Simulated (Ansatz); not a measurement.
**B: a trial structure relaxed**

Aim: relax B from this start, iodine type (Cmce, No. 64), and see where it ends.

Program: Ansatz 0.2.0. Level of theory: DFT PBEsol, scalar-relativistic, plane waves, PAW. These are calculated values, not measurements.

### 1 The structure to begin with

The structure is orthorhombic, space group Cmce (No. 64). The conventional cell has a = 4.037 Å, b = 2.668 Å, c = 5.442 Å, α = 90.00°, β = 90.00°, γ = 90.00°. B (site symmetry m) is surrounded by 1 B at 1.50 Å.

Coordinates:

```cif
data_structure
_symmetry_space_group_name_H-M 'P 1'
_symmetry_Int_Tables_number 1
_cell_length_a 2.4193
_cell_length_b 2.4193
_cell_length_c 5.4415
_cell_angle_alpha 90.000
_cell_angle_beta 90.000
_cell_angle_gamma 66.923
_cell_volume 29.30
loop_
_atom_site_label
_atom_site_type_symbol
_atom_site_fract_x
_atom_site_fract_y
_atom_site_fract_z
_atom_site_occupancy
B1 B 0.85000 0.15000 0.11700 1
B2 B 0.65000 0.35000 0.61700 1
B3 B 0.15000 0.85000 0.88300 1
B4 B 0.35000 0.65000 0.38300 1
```

(A quick probe on a coarse mesh, which set the mesh and smearing, is not shown.)

### 3 A loose first relaxation

Input file input.yaml:

```yaml
crystal:
  lattice:
    - [2.018325073, -1.3339584735, 0.0]
    - [2.018325073, 1.3339584735, 0.0]
    - [0.0, 0.0, 5.4415490596]
  atoms:
    - { symbol: B, position: [0.85, 0.15, 0.117] }
    - { symbol: B, position: [0.65, 0.35, 0.617] }
    - { symbol: B, position: [0.15, 0.85, 0.883] }
    - { symbol: B, position: [0.35, 0.65, 0.383] }
basis:
  ecutwfc: 420
kpoints:
  mp_grid: { grid: [8, 8, 4] }
hamiltonian:
  xc: pbesol
scf:
  occupations: { method: gaussian, width: 0.1 }
  lower_state_search: "off"
output:
  forces: true
  stress: true
  eigenvalues: true
relax:
  adjacent_minimum: "off"
  f_tol: 0.04
  max_steps: 70
  cell: { stress_tol: 0.4 }
```

The session goes on with these runs: full relaxation; reference for the rattle test; random kick, then relaxation; a first look at the start (the lower structure); relaxing cell and atoms (the lower structure).

Before running it: what results should come out? Wanted: for each run, candidate; start; space group at the end; atoms; volume; energy above the lowest.

As calculated:

| candidate | start | space group at the end | atoms | volume (Å³/atom) | energy above the lowest (meV/atom) | gap on the mesh (eV) |
| --- | --- | --- | --- | --- | --- | --- |
| A' | from a rattle test | C2/m | 2 | 6.63 | 0.0 | 0.00 |
| A | iodine type (Cmce, No. 64) | Fmmm | 2 | 6.67 | 198.1 | 0.00 |

**Reading.** The lowest is A', in C2/m; A follows 198 meV/atom higher. Other structures, not tried here, may lie lower. Candidate A ended in another space group than at the start: Cmce to Fmmm.
